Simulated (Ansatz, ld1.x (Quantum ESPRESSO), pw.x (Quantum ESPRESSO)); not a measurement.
# From atom to crystal: TM potential for barium

| Quantity | Value |
| --- | --- |
| Element | barium |
| Generator | ld1.x (Quantum ESPRESSO) 7.5 |
| Type | norm-conserving Troullier–Martins (Kleinman–Bylander form) |
| Functional | PBEsol |
| Relativity | scalar-relativistic |
| Frozen core | [Xe] |
| Valence charge | 2 |
| Reference configuration | 5d0 6s2 6p0 |
| Partial waves | 6s (bound): rc 3.00 bohr; 5d (bound, empty): rc 4.20 bohr; 6p (bound, empty): rc 4.20 bohr |
| Local potential | the p channel |
| Core correction | none |

Atomic tests: cutoffs needed: 8 Ry and 15 Ry (the cutoffs (Ry, on a coarse ladder) from which the occupation-weighted sum of valence levels, in a spherical-Bessel basis at the reference potential, stays within 10 and 1 mRy of its value at 400 Ry); ghost test: ghost state, extra bound levels that the all-electron valence spectrum of the same l lacks: s at -5.9 eV; a true bound ghost makes a file unfit for plane-wave use (spherical-Bessel basis up to 400 Ry, 20 bohr box); largest excitation error: +515 meV (all-electron minus pseudo) for 5d1 6s0 6p0, out of 7 test configurations.

Crystal test: diamond Ba in pw.x 7.5, no spin, 8³ k-points, Fermi–Dirac smearing 0.01 Ry, cutoffs 35/140 Ry. The reference is all-electron LAPW (Ansatz 0.2.0) with the same functional, mesh and smearing; V0 and B0 come from Birch–Murnaghan fits to the pressures at five volumes. Errors are pseudo minus all-electron; Δ is the rms difference of the E(V) curves that follow from these fits, minima aligned, over ±6 % about the mean V0. Mesh and smearing are coarse, so the numbers serve the comparison and aren't converged zero-temperature values; the lattice is a test structure that the element need not adopt.

```json
{"V (Å³/atom)": "48.551", "P all-electron (GPa)": "0.83", "P pseudo (GPa)": "5.35"}
{"V (Å³/atom)": "49.828", "P all-electron (GPa)": "0.37", "P pseudo (GPa)": "4.94"}
{"V (Å³/atom)": "51.106", "P all-electron (GPa)": "-0.01", "P pseudo (GPa)": "4.54"}
{"V (Å³/atom)": "52.384", "P all-electron (GPa)": "-0.30", "P pseudo (GPa)": "4.14"}
{"V (Å³/atom)": "53.661", "P all-electron (GPa)": "-0.54", "P pseudo (GPa)": "3.76"}
```

All-electron: a0 = 7.421 Å (V0 = 51.08 Å³/atom), B0 = 13.4 GPa.

Pseudopotential: mean pressure error (GPa): +4.48. The pressure does not cross zero within the volumes sampled, so no fit is given. The largest radius (4.20 bohr) exceeds half the bond length (3.04 bohr), so the spheres overlap, which is one possible source of error among others. This is a poor potential for the solid. Note: ghost state, extra bound levels that the all-electron valence spectrum of the same l lacks: s at -5.9 eV. A true bound ghost makes a file unfit for plane-wave use.

**Question.** At the middle volume, how do free energy and pressure move when the wave cutoff is lowered (ecutrho kept at four times it)?

**Answer.**

```json
{"cutoff (Ry)": "16", "shift of F (meV/atom)": "+76.8", "shift of P (GPa)": "-0.22"}
{"cutoff (Ry)": "21", "shift of F (meV/atom)": "+53.6", "shift of P (GPa)": "-0.33"}
{"cutoff (Ry)": "28", "shift of F (meV/atom)": "+9.0", "shift of P (GPa)": "+0.17"}
```

Input at the middle volume:

```
&control
  calculation='scf', prefix='x', pseudo_dir='./', outdir='./tmp', tstress=.true., disk_io='none'
/
&system
  ibrav=0, nat=2, ntyp=1, ecutwfc=35, ecutrho=140, nbnd=9,
  occupations='smearing', smearing='fd', degauss=0.01
/
&electrons
  conv_thr=1e-09, mixing_beta=0.4, electron_maxstep=70
/
ATOMIC_SPECIES
Ba 1.0 Ba.UPF
CELL_PARAMETERS angstrom
  0.00000000 3.71099723 3.71099723
  3.71099723 0.00000000 3.71099723
  3.71099723 3.71099723 0.00000000
ATOMIC_POSITIONS crystal
Ba 0.0000 0.0000 0.0000
Ba 0.2500 0.2500 0.2500
K_POINTS automatic
8 8 8 0 0 0
```

```bash
pw.x < Ba.scf.in > Ba.scf.out
```

Lines of the output:

```
Message from routine setup:
     using ibrav=0 with symmetry is DISCOURAGED, use correct ibrav instead
     lattice parameter (alat)  =       9.9176  a.u.
     unit-cell volume          =     689.7608 (a.u.)^3
     number of electrons       =         4.00
     number of Kohn-Sham states=            9
     kinetic-energy cutoff     =      35.0000  Ry
     charge density cutoff     =     140.0000  Ry
     scf convergence threshold =      1.0E-09
     Exchange-correlation= PBESOL
     number of k points=    29  Fermi-Dirac smearing, width (Ry)=  0.0100
     iteration #  1     ecut=    35.00 Ry     beta= 0.40
     total energy              =      -2.74263873 Ry
     estimated scf accuracy    <       1.31374345 Ry
     iteration #  2     ecut=    35.00 Ry     beta= 0.40
     total energy              =      -2.70991550 Ry
     estimated scf accuracy    <       0.20297074 Ry
     iteration #  3     ecut=    35.00 Ry     beta= 0.40
     total energy              =      -2.79673860 Ry
     estimated scf accuracy    <       0.24862128 Ry
     iteration #  4     ecut=    35.00 Ry     beta= 0.40
     total energy              =      -2.79391926 Ry
     estimated scf accuracy    <       0.23557143 Ry
     iteration #  5     ecut=    35.00 Ry     beta= 0.40
     negative rho (up, down):  1.522E-02 0.000E+00
     total energy              =      -2.71790682 Ry
     estimated scf accuracy    <       0.21085363 Ry
     iteration #  6     ecut=    35.00 Ry     beta= 0.40
     negative rho (up, down):  2.515E-02 0.000E+00
     total energy              =      -2.77401760 Ry
     estimated scf accuracy    <       0.03151449 Ry
     iteration #  7     ecut=    35.00 Ry     beta= 0.40
     negative rho (up, down):  3.904E-04 0.000E+00
     total energy              =      -2.76483317 Ry
     estimated scf accuracy    <       0.14562820 Ry
     iteration #  8     ecut=    35.00 Ry     beta= 0.40
     total energy              =      -2.76354646 Ry
     estimated scf accuracy    <       0.04590686 Ry
     [... 6 iterations left out ...]
     iteration # 15     ecut=    35.00 Ry     beta= 0.40
     total energy              =      -2.76428706 Ry
     estimated scf accuracy    <       0.00006412 Ry
     iteration # 16     ecut=    35.00 Ry     beta= 0.40
     total energy              =      -2.76430843 Ry
     estimated scf accuracy    <       0.00005871 Ry
     iteration # 17     ecut=    35.00 Ry     beta= 0.40
     total energy              =      -2.76427190 Ry
     estimated scf accuracy    <       0.00015270 Ry
     iteration # 18     ecut=    35.00 Ry     beta= 0.40
     total energy              =      -2.76429373 Ry
     estimated scf accuracy    <       0.00000809 Ry
     iteration # 19     ecut=    35.00 Ry     beta= 0.40
     total energy              =      -2.76429595 Ry
     estimated scf accuracy    <       0.00000416 Ry
     iteration # 20     ecut=    35.00 Ry     beta= 0.40
     total energy              =      -2.76429642 Ry
     estimated scf accuracy    <       0.00000020 Ry
     iteration # 21     ecut=    35.00 Ry     beta= 0.40
     total energy              =      -2.76429648 Ry
     estimated scf accuracy    <          1.6E-09 Ry
     iteration # 22     ecut=    35.00 Ry     beta= 0.40
     the Fermi energy is     1.2529 ev
!    total energy              =      -2.76429649 Ry
     estimated scf accuracy    <          7.8E-10 Ry
     smearing contrib. (-TS)   =      -0.02538077 Ry
     The total energy is F=E-TS. E is the sum of the following terms:
     one-electron contribution =       1.60003900 Ry
     hartree contribution      =       0.38234064 Ry
     xc contribution           =      -1.64872955 Ry
     ewald contribution        =      -3.07256581 Ry
     convergence has been achieved in  22 iterations
          total   stress  (Ry/bohr**3)                   (kbar)     P=       45.37
     Message from routine punch:
     Nothing written, as per user request (disk_io='none')
```

The run at the middle volume (29 k-points, 22 iterations) took about 20 s on one core of a shared host (Neoverse-V1, 32 threads, 247 GiB, load 19).
